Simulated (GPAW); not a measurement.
A run of GPAW 26.7.0 is set up as follows.

run.py

```python
from ase import Atoms
from ase.dft.bandgap import bandgap
from ase.io import write
from ase.units import GPa
from gpaw import GPAW, PW, setup_paths

setup_paths.insert(0, '.')

atoms = Atoms(['Hf', 'N'],
              cell=[[0.0, 2.454822, 2.454822],
                    [2.454822, 0.0, 2.454822],
                    [2.454822, 2.454822, 0.0]],
              scaled_positions=[[0.0, 0.0, 0.0],
                                [0.25, 0.25, 0.25]],
              pbc=True)

calc = GPAW(mode=PW(800),
            xc='PBEsol',
            kpts={'size': (9, 9, 9), 'gamma': True},
            occupations={'name': 'fermi-dirac', 'width': 0.05},
            nbands=19,
            convergence={'density': 1e-05, 'energy': 1e-05},
            maxiter=150,
            txt='gpaw.txt')
atoms.calc = calc
energy = atoms.get_potential_energy()
forces = atoms.get_forces()
stress = atoms.get_stress()
calc.write('gs.gpw')
write('result.traj', atoms)
print(f'Energy: {energy:.6f} eV')
print('Forces (eV/A):')
print(forces.round(4))
print('Stress (GPa):', (stress / GPa).round(3))
print('Fermi level:', round(calc.get_fermi_level(), 4), 'eV')
print(f'Gap: {bandgap(calc)[0]:.4f} eV, direct: {bandgap(calc, direct=True)[0]:.4f} eV')
```

Potentials or basis: PAW data sets generated in the run's folder for this functional, pw.

The run is started by

```console
$ gpaw-setup -f PBEsol Hf N
$ OMP_NUM_THREADS=1 python run.py
```

Q: Estimate the pressure.

A: -4.2 GPa.

Q: What does it give for the band gap on the k mesh?

A: None (metal or under the smearing width).

Spin-orbit coupling is left out, which matters for the levels of Hf.
